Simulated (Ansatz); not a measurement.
CsI (CsCl type, Pm-3m), DFT-LDA in the program Ansatz with PAW potentials: ε∞ = 3.71, cell volume 85.26 Å³. Infrared-active transverse modes:

```tsv
ω_TO (cm⁻¹)	oscillator strength S_xx (e²/amu)
68.4	0.02671
```

### Question
Compute the static dielectric constant.

### Answer
Each mode adds (4.921e7/V) S/ω²: 3.29. So ε0 = 7.00.

### Question
What LO frequency does the Lyddane–Sachs–Teller relation give?

### Answer
ω_LO = ω_TO √(ε0/ε∞) = 94 cm⁻¹.

Symmetry was held in the LDA relaxation; phonons on a q-mesh show no instability. Spin–orbit coupling is left out wherever it is not named.

Potentials: the later of the program's two PAW sets.
